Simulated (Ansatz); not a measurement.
# Dielectric response of GaN (110) films, part 2 of 6

How well do thin zincblende GaN (110) films screen a perpendicular field?

Ansatz 0.2.0; plane-wave DFT, PBEsol, Ansatz PAW.

So far. Step 2 (Relaxation, 10 atoms, units 5): The gap is 1.55 eV, with the valence edge 5.82 eV and the conduction edge 4.27 eV under the upper vacuum level.

## Step 3: Single point on the relaxed film, 10 atoms, units 5

The film was relaxed beforehand; a single point on the relaxed positions gives its levels and potential.

input.yaml reads:

```yaml
crystal:
  lattice:
    - [3.18198052, 0.0, 0.0]
    - [0.0, 4.5, 0.0]
    - [0.0, 0.0, 24.3639610307]
  atoms:
    - { symbol: Ga, position: [0.5, 0.5397207529, 0.3779655219] }
    - { symbol: "N", position: [0.0, 0.7398393857, 0.3680826796] }
    - { symbol: Ga, position: [0.0, -0.0085857773, 0.432956925] }
    - { symbol: "N", position: [0.5, 0.2368848595, 0.4342008071] }
    - { symbol: Ga, position: [0.5, 0.49165892, 0.4999999842] }
    - { symbol: "N", position: [0.0, 0.7426224858, 0.5000000104] }
    - { symbol: Ga, position: [0.0, -0.0085857692, 0.5670430561] }
    - { symbol: "N", position: [0.5, 0.2368848988, 0.5657992167] }
    - { symbol: Ga, position: [0.5, 0.5397208006, 0.6220344755] }
    - { symbol: "N", position: [0.0, 0.7398394432, 0.6319173237] }
kpoints:
  mp_grid: { grid: [8, 6, 1] }
hamiltonian:
  xc: pbesol
scf:
  occupations: { method: fixed }
  convergence: { dr2_threshold: 1.0e-09 }
efield:
  axis: 3
  dipole_correction: true
  ramp_position: 0.97
  ramp_width: 0.06
output:
  eigenvalues: true
  write_potential: true
  write_density: true
  volumetric_format: npy
```

Command:

```
$ ansatz run input.yaml --threads 4 --pin off --max-ram 16384MiB --backend cpu --events-out ev --progress --plain --runs-dir out
```

Numbers of over 12 decimals in the logs are rounded to 6 here.

The log of the run:

```text
[...]
Crystal: 10 atoms, lattice volume = 348.865 Å³
Basis set: ecut = 420 eV, 6813 PW (Γ)
Bands: 55, of which v1, the nominal top of the filled ones, is band 45 counted from 1 (44 counted from 0)
Symmetry: 2 space group operations
k-points: 20 of 48 (time reversal used)
[...]
SCF iter   1: F=—  HF=-20610.730885 eV  |F-HF|=—  |Δ(HF+E_count)|=         —  Δρ=6.63e-3  dr2=1.58e-1  ethr=1.77e-3  p=-0.000 e·Å  D=-1.56e-7 V/Å  ΔV_dip=0.00 eV  dr2_dipole=2.94e-9  V_vac-E_F(+/−)=5.59/5.59 eV  ⟨swp⟩=5.3  Hψ=4083  notcnv=0  defer=160
[...]
SCF iter   2: F=—  HF=-20610.694881 eV  |F-HF|=—  |Δ(HF+E_count)|=   3.60e-2  Δρ=1.64e-3  dr2=7.24e-3  ethr=1.75e-4  p=0.000 e·Å  D=1.05e-5 V/Å  ΔV_dip=-0.00 eV  dr2_dipole=6.88e-9  V_vac-E_F(+/−)=5.84/5.84 eV  ⟨swp⟩=2.5  Hψ=1840  notcnv=0  defer=160
density mixer auto → msr1: gapped (density of states about μ 0.09 of a free-electron gas's, 56 screened modes)
SCF iter   3: F=—  HF=-20610.694177 eV  |F-HF|=—  |Δ(HF+E_count)|=   7.05e-4  Δρ=5.86e-4  dr2=7.95e-4  ethr=8.04e-6  p=-0.000 e·Å  D=-3.91e-6 V/Å  ΔV_dip=0.00 eV  dr2_dipole=6.24e-10  V_vac-E_F(+/−)=5.81/5.81 eV  ⟨swp⟩=2.2  Hψ=1973  notcnv=0  defer=160
[...]
SCF iter  10: F=-20610.694440 eV  HF=-20610.694440 eV  |F-HF|=3.27e-11  |Δ(HF+E_count)|=  7.31e-10  Δρ=4.12e-7  dr2=5.60e-10  ethr=1.11e-12  p=0.000 e·Å  D=6.28e-8 V/Å  ΔV_dip=-0.00 eV  dr2_dipole=9.80e-12  V_vac-E_F(+/−)=5.82/5.82 eV  ⟨swp⟩=17.6  Hψ=5107  notcnv=0
SCF 1 converged in 10 iterations: F = -20610.694440 eV  dr2 = 5.60e-10
[...]
SCF converged after 10 iterations
Free energy (F): -20610.694440 eV
[...]
Internal energy: -20610.694440 eV  (E = F + TS)
E sigma→0 (E₀):  -20610.694440 eV
Fermi energy:    -0.775264 eV
Dipole field:    D = -0.000003 V/Å  (p = -0.000006 e·Å, saw-weighted, corrected)
Work function:   Φ+ = 5.8188 eV   Φ− = 5.8187 eV
[...]
--- Band table (eV; the first three rows and the last of 20) ---
  k-point 0: bands = [... 41 lower, -1.2435, -0.9682, -0.8986, -0.8877, 0.7731, 2.0566, 2.7741, 3.7232, ... 6 higher]
  k-point 1: bands = [... 41 lower, -1.3531, -1.2434, -1.1635, -0.7753, 1.4676, 2.1572, 2.9065, 3.6879, ... 6 higher]
  k-point 2: bands = [... 41 lower, -1.6648, -1.6501, -1.1794, -0.8424, 2.3871, 2.5488, 3.1917, 3.9038, ... 6 higher]
  k-point 19: bands = [... 41 lower, -2.4206, -2.2350, -1.3183, -0.8199, 2.2542, 2.8746, 4.6715, 5.0199, ... 6 higher]
```

It took 14 s on 4 threads of Arm Neoverse V1, shared host; peak memory 0.94 GiB; 54 s of CPU time.

This step gave:

| Item | Value |
| --- | --- |
| dipole along the normal | -6.03e-6 e·Å |

Running mean over 1.591 Å of the planar mean; the ramp of the sawtooth is left out. The electron's electrostatic potential energy less the highest filled level by z:

z (Å), electron's electrostatic potential energy less the highest filled level (eV) and a bar from the least value:
```
        3       5.82 ##############################
        4       5.82 ##############################
        5       5.82 ##############################
        6       5.81 ##############################
        7       5.68 ##############################
        8       2.97 ######################
        9      -3.38 #####
       10      -5.27 
       11      -4.50 ##
       12      -4.31 ###
       13      -4.33 ###
       14      -5.18 
       15      -4.59 ##
       16       0.28 ###############
       17       5.40 #############################
       18       5.80 ##############################
       19       5.82 ##############################
       20       5.82 ##############################
       21       5.82 ##############################
```

The gap is 1.55 eV, with the valence edge 5.82 eV and the conduction edge 4.27 eV under the upper vacuum level.

## Step 4: Atoms held, 10 atoms, units 5, field 0.05 V/Å

A sawtooth potential applies the field, turning back in the middle of the vacuum. With the dipole correction the typed value is the field outside the slab. The induced dipole is small, so the SCF threshold is tight.

input.yaml, as its differences from that of step 3:

```diff
@@ -22,3 +22,3 @@
   occupations: { method: fixed }
-  convergence: { dr2_threshold: 1.0e-09 }
+  convergence: { dr2_threshold: 1.0e-10 }
 efield:
@@ -28,4 +28,4 @@
   ramp_width: 0.06
+  amplitude: 0.05
 output:
-  eigenvalues: true
   write_potential: true
```

The log of the run:

```text
[...]
Crystal: 10 atoms, lattice volume = 348.865 Å³
Basis set: ecut = 420 eV, 6813 PW (Γ)
Bands: 55, of which v1, the nominal top of the filled ones, is band 45 counted from 1 (44 counted from 0)
Symmetry: 2 space group operations
k-points: 20 of 48 (time reversal used)
[...]
SCF iter   1: F=—  HF=-20621.000472 eV  |F-HF|=—  |Δ(HF+E_count)|=         —  Δρ=9.00e-2  dr2=3.63e1  ethr=3.10e-3  p=0.034 e·Å  D=1.78e-2 V/Å  ΔV_dip=-0.43 eV  dr2_dipole=2.31e-4  V_vac-E_F(+/−)=10.80/10.13 eV  ⟨swp⟩=5.2  Hψ=4129  notcnv=0  defer=143
[...]
SCF iter  15: F=-20610.695171 eV  HF=-20610.695171 eV  |F-HF|=1.46e-11  |Δ(HF+E_count)|=  1.20e-10  Δρ=8.80e-8  dr2=1.52e-11  ethr=1.00e-12  p=0.029 e·Å  D=1.52e-2 V/Å  ΔV_dip=-0.37 eV  dr2_dipole=6.74e-14  V_vac-E_F(+/−)=6.17/5.43 eV  ⟨swp⟩=16.9  Hψ=4793  notcnv=0
SCF 1 converged in 15 iterations: F = -20610.695171 eV  dr2 = 1.52e-11
[...]
SCF converged after 15 iterations
[...]
Free energy (F): -20610.695171 eV
[...]
Internal energy: -20610.695171 eV  (E = F + TS)
E sigma→0 (E₀):  -20610.695171 eV
Fermi energy:    -0.774862 eV
Dipole field:    D = 0.015163 V/Å  (p = 0.029233 e·Å, saw-weighted, corrected)
Work function:   not extracted (applied field tilts the vacuum); planar V_es + V_field profile in the machine report
[...]
--- Band table (eV; the first three rows and the last of 20) ---
  k-point 0: bands = [... 41 lower, -1.2440, -0.9677, -0.9080, -0.8786, 0.7726, 2.0565, 2.7738, 3.7215, ... 6 higher]
  k-point 1: bands = [... 41 lower, -1.3537, -1.2440, -1.1628, -0.7749, 1.4667, 2.1575, 2.9063, 3.6869, ... 6 higher]
  k-point 2: bands = [... 41 lower, -1.6717, -1.6425, -1.1803, -0.8416, 2.3817, 2.5536, 3.1914, 3.9033, ... 6 higher]
  k-point 19: bands = [... 41 lower, -2.4213, -2.2345, -1.3190, -0.8192, 2.2530, 2.8755, 4.6713, 5.0192, ... 6 higher]
```

Elapsed: 17 s, on 4 threads; peak memory 0.93 GiB.

This step gave:

```
gap on the k-mesh       : 1.547 eV
dipole along the normal : 0.02923 e·Å
```

The dipole is 0.0292 e·Å, and the gap on the mesh 1.547 eV.

## Step 5: Atoms held, 10 atoms, units 5, field -0.05 V/Å

input.yaml, as its differences from that of step 4:

```diff
@@ -28,3 +28,3 @@
   ramp_width: 0.06
-  amplitude: 0.05
+  amplitude: -0.05
 output:
```

The log of the run:

```text
[...]
Crystal: 10 atoms, lattice volume = 348.865 Å³
Basis set: ecut = 420 eV, 6813 PW (Γ)
Bands: 55, of which v1, the nominal top of the filled ones, is band 45 counted from 1 (44 counted from 0)
Symmetry: 2 space group operations
k-points: 20 of 48 (time reversal used)
[...]
k-point 0: bands = [... 41 lower, -1.2440, -0.9677, -0.9080, -0.8786, 0.7726, 2.0565, 2.7738, 3.7215, ... 6 higher]
  k-point 1: bands = [... 41 lower, -1.3537, -1.2440, -1.1628, -0.7749, 1.4667, 2.1575, 2.9063, 3.6869, ... 6 higher]
  k-point 2: bands = [... 41 lower, -1.6717, -1.6425, -1.1803, -0.8416, 2.3817, 2.5536, 3.1914, 3.9033, ... 6 higher]
  k-point 19: bands = [... 41 lower, -2.4213, -2.2345, -1.3190, -0.8192, 2.2530, 2.8754, 4.6713, 5.0192, ... 6 higher]
[key lines of the parts left out:]
SCF converged after 15 iterations
Free energy (F): -20610.695171 eV
Fermi energy:    -0.774863 eV
Dipole field:    D = -0.015164 V/Å  (p = -0.029235 e·Å, saw-weighted, corrected)
```

It took 17 s on 4 threads; peak memory 0.93 GiB; 67 s of CPU time.

The dipole is -0.0292 e·Å, and the gap on the mesh 1.547 eV.

## Step 6: Response with the atoms held, 10 atoms, units 5

This step: plane-wave DFT, PBEsol, Ansatz PAW; response to a field along the normal, atoms held (Ansatz 0.2.0).

The two fields give this film's response with the atoms held: the electronic part.

Numbers from this step:

```yaml
equivalent_conductor_thickness_p_eps_0ae: 7.389 Å
distance_between_the_outer_atoms: 6.428 Å
thickness: 7.955 Å
```

Local field over the applied field, running mean. From the potentials at -0.05 and 0.05 V/Å; running mean over 1.591 Å, taken twice. The local field over applied field by z:

```tsv
z (Å)	local field over applied field
4.5	0.999
5.0	0.998
5.5	0.993
6.0	0.979
6.5	0.944
7.0	0.867
7.5	0.734
8.0	0.555
8.5	0.368
9.0	0.223
9.5	0.143
10.0	0.123
10.5	0.132
11.0	0.143
11.5	0.148
12.0	0.148
12.5	0.148
13.0	0.147
13.5	0.141
14.0	0.128
14.5	0.124
15.0	0.158
15.5	0.256
16.0	0.417
16.5	0.607
17.0	0.775
17.5	0.893
18.0	0.957
18.5	0.984
19.0	0.995
19.5	0.998
20.0	0.999
```

The induced electron density oscillates, so the rows of the table below give means over windows of 1 Å about each position, cut where the curve ends. Its maxima inside the range that stand out by 2 % of the span (Å: e/Å³ per V/Å): 8.1: 0.00340, 9.2: 0.00153, 11.0: 5.1e-4, 12.5: 7.2e-4, 14.2: 9.8e-4, 15.6: -8.4e-4. Its minima: 8.8: 8.4e-4, 10.2: -9.8e-4, 11.9: -7.2e-4, 13.4: -5.1e-4, 15.2: -0.00153, 16.2: -0.00340.

Electrons, planar mean, per unit field. Table of induced electron density by z; means over each step:

```tsv
z (Å)	induced electron density (e/Å³ per V/Å)
5	1.4e-5
6	1.3e-4
7	9.1e-4
8	0.00287
9	0.00126
10	-5.9e-4
11	2.3e-4
12	-1.2e-4
13	-9.4e-5
14	5.1e-4
15	-6.7e-4
16	-0.00251
17	-0.00163
18	-2.7e-4
19	-3.2e-5
20	-3.8e-6
```

By hand: between -0.05 and 0.05 V/Å the dipole changes by 0.05847 e·Å, a slope of 0.5847 e·Å²/V. A perfect conductor of thickness t has p = ε₀AEt, so t = 180.95 × 0.5847 / 14.319 = 7.39 Å (e/ε₀ = 180.95 V·Å, A in Å²).

The induced dipole is that of a conductor 7.39 Å thick.

## Step 7: Field on, atoms free, 10 atoms, field 0.05 V/Å

This step: plane-wave DFT, PBEsol, Ansatz PAW (Ansatz 0.2.0).

Now the atoms may follow the field. A weak field makes forces of meV/Å to tens of meV/Å, so the force tolerance is set well below the usual one.

input.yaml, as its differences from that of step 5:

```diff
@@ -28,3 +28,6 @@
   ramp_width: 0.06
-  amplitude: -0.05
+  amplitude: 0.05
+relax:
+  f_tol: 0.0006
+  max_steps: 70
 output:
```

The log of the run:

```text
[...]
Crystal: 10 atoms, lattice volume = 348.865 Å³
Basis set: ecut = 420 eV, 6813 PW (Γ), exchange–correlation on 48×64×360 points (8 copies of the dense FFT grid, shifted against one another)
Bands: 55, of which v1, the nominal top of the filled ones, is band 45 counted from 1 (44 counted from 0)
Symmetry: 2 space group operations
k-points: 20 of 48 (time reversal used)
[...]
SCF iter   1: F=—  HF=-20621.000220 eV  |F-HF|=—  |Δ(HF+E_count)|=         —  Δρ=9.00e-2  dr2=3.63e1  ethr=3.10e-3  p=0.034 e·Å  D=1.78e-2 V/Å  ΔV_dip=-0.43 eV  dr2_dipole=2.31e-4  V_vac-E_F(+/−)=10.80/10.13 eV  ⟨swp⟩=5.1  Hψ=4103  notcnv=0  defer=144
[...]
SCF iter  15: F=-20610.695200 eV  HF=-20610.695200 eV  |F-HF|=9.46e-11  |Δ(HF+E_count)|=  1.89e-10  Δρ=9.22e-8  dr2=1.69e-11  ethr=1.00e-12  p=0.029 e·Å  D=1.52e-2 V/Å  ΔV_dip=-0.37 eV  dr2_dipole=5.33e-14  V_vac-E_F(+/−)=6.17/5.43 eV  ⟨swp⟩=7.0  Hψ=6478  notcnv=0
SCF 1 converged in 15 iterations: F = -20610.695200 eV  dr2 = 1.69e-11
[...]
relax step   1: F+E_penalty+E_count = -20610.69520009 eV  Δ(F+E_penalty+E_count) = +0.000e0 eV  max|allowed force component| = 2.274e-2 eV/Å  Δτ_max = 0.0000 Å  (15 SCF iters, accepted)
[...]
SCF iter   8: F=-20610.695255 eV  HF=-20610.695255 eV  |F-HF|=1.46e-10  |Δ(HF+E_count)|=  4.15e-10  Δρ=1.39e-7  dr2=4.99e-11  ethr=1.00e-12  p=0.031 e·Å  D=1.61e-2 V/Å  ΔV_dip=-0.39 eV  dr2_dipole=3.98e-13  V_vac-E_F(+/−)=6.16/5.44 eV  ⟨swp⟩=7.5  Hψ=6594  notcnv=0
SCF 2 converged in 8 iterations: F = -20610.695255 eV  dr2 = 4.99e-11
relax step   2: F+E_penalty+E_count = -20610.69525484 eV  Δ(F+E_penalty+E_count) = -5.475e-5 eV  max|allowed force component| = 9.751e-3 eV/Å  Δτ_max = 0.0016 Å  (8 SCF iters, accepted)
SCF iter   1: F=—  HF=-20610.695133 eV  |F-HF|=—  |Δ(HF+E_count)|=         —  Δρ=8.44e-5  dr2=2.96e-5  ethr=2.22e-7  p=0.031 e·Å  D=1.61e-2 V/Å  ΔV_dip=-0.39 eV  dr2_dipole=7.53e-6  V_vac-E_F(+/−)=6.16/5.44 eV  ⟨swp⟩=2.0  Hψ=2360  notcnv=0  defer=160
[...]
SCF iter   8: F=-20610.695269 eV  HF=-20610.695269 eV  |F-HF|=1.64e-10  |Δ(HF+E_count)|=  2.26e-10  Δρ=1.02e-7  dr2=2.39e-11  ethr=1.00e-12  p=0.032 e·Å  D=1.66e-2 V/Å  ΔV_dip=-0.40 eV  dr2_dipole=1.64e-12  V_vac-E_F(+/−)=6.15/5.45 eV  ⟨swp⟩=7.0  Hψ=6466  notcnv=0
SCF 3 converged in 8 iterations: F = -20610.695269 eV  dr2 = 2.39e-11
relax step   3: F+E_penalty+E_count = -20610.69526865 eV  Δ(F+E_penalty+E_count) = -1.381e-5 eV  max|allowed force component| = 2.123e-3 eV/Å  Δτ_max = 0.0010 Å  (8 SCF iters, accepted)
SCF iter   1: F=—  HF=-20610.695123 eV  |F-HF|=—  |Δ(HF+E_count)|=         —  Δρ=1.65e-5  dr2=7.92e-7  ethr=1.34e-8  p=0.032 e·Å  D=1.66e-2 V/Å  ΔV_dip=-0.40 eV  dr2_dipole=2.11e-8  V_vac-E_F(+/−)=6.15/5.45 eV  ⟨swp⟩=2.1  Hψ=2272  notcnv=0  defer=94
[...]
SCF iter   6: F=-20610.695269 eV  HF=-20610.695269 eV  |F-HF|=1.35e-10  |Δ(HF+E_count)|=  1.20e-10  Δρ=1.13e-7  dr2=3.25e-11  ethr=1.00e-12  p=0.032 e·Å  D=1.66e-2 V/Å  ΔV_dip=-0.40 eV  dr2_dipole=1.06e-13  V_vac-E_F(+/−)=6.15/5.45 eV  ⟨swp⟩=7.1  Hψ=6412  notcnv=0
SCF 4 converged in 6 iterations: F = -20610.695269 eV  dr2 = 3.25e-11
relax step   4: F+E_penalty+E_count = -20610.69526911 eV  Δ(F+E_penalty+E_count) = -4.593e-7 eV  max|allowed force component| = 4.985e-4 eV/Å  Δτ_max = 0.0002 Å  (6 SCF iters, accepted)
NSCF: frozen V_eff on 20 k-points
[...]
SCF converged after 6 iterations
[...]
Free energy (F): -20610.695269 eV
[...]
Internal energy: -20610.695269 eV  (E = F + TS)
E sigma→0 (E₀):  -20610.695269 eV
Fermi energy:    -0.775084 eV
Dipole field:    D = 0.016595 V/Å  (p = 0.031994 e·Å, saw-weighted, corrected)
Work function:   not extracted (applied field tilts the vacuum); planar V_es + V_field profile in the machine report
[...]
--- Forces (eV/Å), atoms counted from 1 ---
  atom   1  Ga     0.00000000    -0.00046459     0.00009741
  atom   2  N      0.00000000     0.00048264    -0.00002356
  atom   3  Ga     0.00000000    -0.00034109    -0.00011419
  atom   4  N      0.00000000     0.00036998     0.00016463
  atom   5  Ga     0.00000000     0.00000548    -0.00043405
  atom   6  N      0.00000000    -0.00000622     0.00019024
  atom   7  Ga     0.00000000     0.00035175    -0.00010329
  atom   8  N      0.00000000    -0.00039767     0.00014619
  atom   9  Ga     0.00000000     0.00049851     0.00010607
  atom  10  N      0.00000000    -0.00049846    -0.00003402
  max |Σ_I F_I| component: 4.59e-6 eV/Å
--- Band table (eV; the first three rows and the last of 20) ---
  k-point 0: bands = [... 41 lower, -1.2436, -0.9681, -0.9037, -0.8827, 0.7728, 2.0564, 2.7740, 3.7215, ... 6 higher]
  k-point 1: bands = [... 41 lower, -1.3532, -1.2436, -1.1633, -0.7751, 1.4673, 2.1571, 2.9064, 3.6869, ... 6 higher]
  k-point 2: bands = [... 41 lower, -1.6667, -1.6481, -1.1797, -0.8421, 2.3857, 2.5497, 3.1915, 3.9034, ... 6 higher]
  k-point 19: bands = [... 41 lower, -2.4205, -2.2351, -1.3186, -0.8196, 2.2538, 2.8746, 4.6712, 5.0196, ... 6 higher]
--- Relaxed structure (4 steps of the walk, 4 accepted, 0 SCFs on fresh bases) ---
  F+E_penalty+E_count = -20610.69526911 eV   max|allowed force component| = 4.985e-4 eV/Å
  atoms:
    - { symbol: Ga, position: [0.5, 0.539798, 0.378014] }
    - { symbol: N, position: [0.0, 0.739919, 0.368027] }
    - { symbol: Ga, position: [0.0, -0.00855855, 0.432964] }
    - { symbol: N, position: [0.5, 0.236907, 0.434193] }
    - { symbol: Ga, position: [0.5, 0.491652, 0.500038] }
    - { symbol: N, position: [0.0, 0.742613, 0.499963] }
    - { symbol: Ga, position: [0.0, -0.00862157, 0.567048] }
    - { symbol: N, position: [0.5, 0.236874, 0.565798] }
    - { symbol: Ga, position: [0.5, 0.539650, 0.622091] }
    - { symbol: N, position: [0.0, 0.739767, 0.631864] }
```

Elapsed: 38 s, on 4 threads; peak memory 0.85 GiB; 2.5 min of CPU time.

No atom moved by 0.005 Å in the relaxation.

This step gave:

* gap on the k-mesh: 1.548 eV
* dipole along the normal: 0.03199 e·Å

The relaxation took 4 steps and lowered the energy by 6.9e-5 eV; the largest force on the free atoms ends at 5.0e-4 eV/Å.

The dipole is 0.0320 e·Å, and the gap on the mesh 1.548 eV.

## Step 8: Field on, atoms free, 10 atoms, field -0.05 V/Å

The opposite sign, again from the field-free geometry; the difference of the two cancels what relaxes without a field.

input.yaml, as its differences from that of step 7:

```diff
@@ -28,3 +28,3 @@
   ramp_width: 0.06
-  amplitude: 0.05
+  amplitude: -0.05
 relax:
```

The log of the run:

```text
[...]
Crystal: 10 atoms, lattice volume = 348.865 Å³
Basis set: ecut = 420 eV, 6813 PW (Γ), exchange–correlation on 48×64×360 points (8 copies of the dense FFT grid, shifted against one another)
Bands: 55, of which v1, the nominal top of the filled ones, is band 45 counted from 1 (44 counted from 0)
Symmetry: 2 space group operations
k-points: 20 of 48 (time reversal used)
[...]
- { symbol: Ga, position: [0.0, -0.00862158, 0.432952] }
    - { symbol: N, position: [0.5, 0.236874, 0.434202] }
    - { symbol: Ga, position: [0.5, 0.491652, 0.499962] }
    - { symbol: N, position: [0.0, 0.742613, 0.500037] }
    - { symbol: Ga, position: [0.0, -0.00855854, 0.567036] }
    - { symbol: N, position: [0.5, 0.236907, 0.565807] }
    - { symbol: Ga, position: [0.5, 0.539798, 0.621986] }
    - { symbol: N, position: [0.0, 0.739919, 0.631973] }
[key lines of the parts left out:]
SCF converged after 6 iterations
Free energy (F): -20610.695269 eV
Fermi energy:    -0.775084 eV
Dipole field:    D = -0.016595 V/Å  (p = -0.031994 e·Å, saw-weighted, corrected)
```

Wall time 38 s (4 threads); peak memory 0.86 GiB.

No atom moved by 0.005 Å in the relaxation.

The relaxation took 4 steps and lowered the energy by 6.9e-5 eV; the largest force on the free atoms ends at 5.0e-4 eV/Å.

The dipole is -0.0320 e·Å, and the gap on the mesh 1.548 eV.

## Step 9: Response with the atoms relaxed, 10 atoms, units 5

This step: plane-wave DFT, PBEsol, Ansatz PAW; response to a field along the normal, atoms relaxed (Ansatz 0.2.0).

The two relaxed runs give the static response.

Numbers from this step:

- equivalent conductor thickness p/(ε₀AE): 8.086 Å

Local field over the applied field, running mean. From the potentials at -0.05 and 0.05 V/Å; running mean over 1.591 Å, taken twice. Local field over applied field against z:

```tsv
z (Å)	local field over applied field
4.5	0.999
5.0	0.998
5.5	0.993
6.0	0.981
6.5	0.946
7.0	0.853
7.5	0.694
8.0	0.510
8.5	0.282
9.0	0.130
9.5	0.00606
10.0	0.0363
10.5	0.0756
11.0	0.121
11.5	0.0908
12.0	0.0707
12.5	0.0691
13.0	0.110
13.5	0.109
14.0	0.0681
14.5	0.0159
15.0	0.0310
15.5	0.168
16.0	0.339
16.5	0.566
17.0	0.739
17.5	0.888
18.0	0.959
18.5	0.985
19.0	0.995
19.5	0.998
20.0	0.999
```

The induced dipole is that of a conductor 8.09 Å thick.

(Part 2 of 6 ends here.)

[Logs are printed without paths, hosts, clocks, repeated set-up lines and the standing remarks that a program may print on its own settings, such as how far it seeks lower states.]

[Hosts, paths, dates, database ids (printed as entryN), source tags and the programs' standing remarks are cut or masked in the printed files.]

[Maps of the electrostatic potential energy from Ansatz leave out the sawtooth potential of an applied field or a dipole correction, so their vacuum need not be flat; planar profiles and work functions include it.]
